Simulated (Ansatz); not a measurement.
How Ag stores the work of compression

Level of theory: DFT r2SCAN, scalar-relativistic, plane waves, PAW (Ansatz). Run with 500 eV cutoff, 18×18×18 k-mesh, Gaussian smearing of 0.10 eV, no spin polarisation.

The relaxed crystal:

```xyz
1
Lattice="-1.6343 1.6343 1.6343 1.6343 -1.6343 1.6343 1.6343 1.6343 -1.6343" Properties=species:S:1:pos:R:3 pbc="T T T"
Ag    0.0000    0.0000    0.0000
```

Cell and atoms were relaxed at each target pressure within the start's symmetry (Im-3m), at zero temperature; other phases can be more stable under pressure. H = E + PV with P the target; E is the free energy at the smearing used, whose derivative the pressure is, per atom and counted from zero pressure. The mesh named is that at zero pressure; some other pressures ran on another.

```
P (GPa) V (Å³/atom) E − E0 (meV) H − H0 (meV)
      0       17.459           0.0           0.0
      1       17.286           0.5         108.4
      4       16.826           7.6         427.6
     12       15.891          52.8        1243.0
     25       14.863         168.6        2487.8
     50       13.600         453.7        4697.8
     90       12.371         977.5        7926.6
```

Q: Thermodynamics gives dH/dP = V along a relaxed path. Integrate V over P by the trapezoid rule and compare with the computed enthalpies.

A: With 1 eV/Å³ = 160.22 GPa, each step adds the mean volume times ΔP / 160.22:
```tsv
P (GPa)	∫V dP (meV)	H − H0 (meV)	difference (meV)
1	108.4	108.4	0.0
4	427.8	427.6	0.2
12	1244.6	1243.0	1.6
25	2492.3	2487.8	4.5
50	4712.9	4697.8	15.1
90	7954.8	7926.6	28.2
```

V(P) curves upward, so the trapezoid rule runs high; integrating a smooth curve through the same points puts that excess at about 25.1 meV at 90 GPa, against the 28.2 meV found. What is left comes from the shape of V(P) between points this far apart, and from the mesh, the smearing and the stress tolerance.

Q: At 90 GPa, how much of the enthalpy change is stored energy and how much is the PV term?

A: E rises by 978 meV/atom and PV is 90 × 12.371 / 160.22 = 6949 meV/atom, so PV makes 88 % of ΔH. So between rival structures at high pressure a small difference in volume can outweigh the difference in energy: 1 % of this volume is worth 69.5 meV/atom at this pressure.

Q: What bulk modulus do the lowest pressures give?

A: From the pressures that the runs reached, -0.94 GPa (17.629 Å³) and 0.99 GPa (17.286 Å³), B = −ΔP/Δln V = 1.93 / 0.0196 = 99 GPa, a mean over that range.

This bcc form isn't the element's structure at ambient conditions.